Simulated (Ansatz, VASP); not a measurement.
# CdTe: VASP beside Ansatz

Contents of INCAR:

```
SYSTEM = CdTe
PREC = Accurate ; ENCUT = 520
EDIFF = 1E-6 ; ISMEAR = -1
SIGMA = 0.08 ; LREAL = .FALSE.
LASPH = .TRUE. ; NELM = 100
ALGO = Normal ; ISIF = 2
LWAVE = .FALSE. ; LCHARG = .FALSE.
GGA = PE ; NBANDS = 16
```

The input KPOINTS:

```
Automatic mesh
0
G
  11 11 11
  0 0 0
```

Contents of POSCAR:

```
CdTe
1.0
    0.0000000000      3.2404130080      3.2404130080
    3.2404130080      0.0000000000      3.2404130080
    3.2404130080      3.2404130080      0.0000000000
Cd Te
1 1
Direct
    0.0000000000      0.0000000000      0.0000000000
    0.2500000000      0.2500000000      0.2500000000
```

Input for Ansatz:

```yaml
crystal:
  lattice:
    - [0.0, 3.240413008, 3.240413008]
    - [3.240413008, 0.0, 3.240413008]
    - [3.240413008, 3.240413008, 0.0]
  atoms:
    - { symbol: Cd, position: [0.0, 0.0, 0.0] }
    - { symbol: Te, position: [0.25, 0.25, 0.25] }
kpoints:
  mp_grid: { grid: [11, 11, 11] }
scf:
  occupations: { method: fermi_dirac, width: 0.08 }
hamiltonian:
  xc: pbe
  pseudopotentials: { kind: all_electron, lapw: { basis_error: 0.001 } }
output:
  forces: true
  stress: true
  eigenvalues: true
  populations: true
```

Change from the starting cell: volume scaled by 0.94, LAPW.

Alike in both runs: task single point; functional PBE; k mesh 11 × 11 × 11; occupations fermi-dirac, width 0.08 eV; no spin polarisation.

```csv
,VASP,Ansatz
version,VASP 6.6.1,Ansatz 0.2.0
potentials or method,"VASP PAW PBE potentials, release 64 (Cd, Te)","all-electron LAPW, scalar-relativistic"
plane-wave cutoff (eV),520,see its input
```

```tsv
	VASP	Ansatz	Ansatz less VASP
pressure (GPa)	2.7	2.6	-0.13
```

Ansatz ran all-electron here, so the differences hold the error of VASP's frozen core and of both bases.

Caveats: spin-orbit coupling is left out, which moves the levels of the heavy elements.
